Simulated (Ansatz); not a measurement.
## CdI2: what each run costs

Cell: 12 atoms, space group P-3m1, a = 4.286 Å, b = 4.286 Å, c = 29.107 Å, α = 90.00°, β = 90.00°, γ = 120.00°.

All runs are DFT with Ansatz 0.2.0 on 1 thread of Arm Neoverse V2 (aarch64; 8 cores open to the job, memory cap 3.0 GiB, no GPU), a shared host.

Problem. Rank the runs by wall time, shortest first.
A. single point, PBE with spin–orbit coupling, 420 eV, 8×8×1 k-points, smearing 0.02 eV
B. single point, r2SCAN, 500 eV, 8×8×1 k-points, smearing 0.02 eV
C. single point, PBE, 420 eV, 8×8×1 k-points, smearing 0.02 eV

Solution. C (46 s, 0.91 GiB), B (91 s, 1.7 GiB), A (11 min, 2.5 GiB).
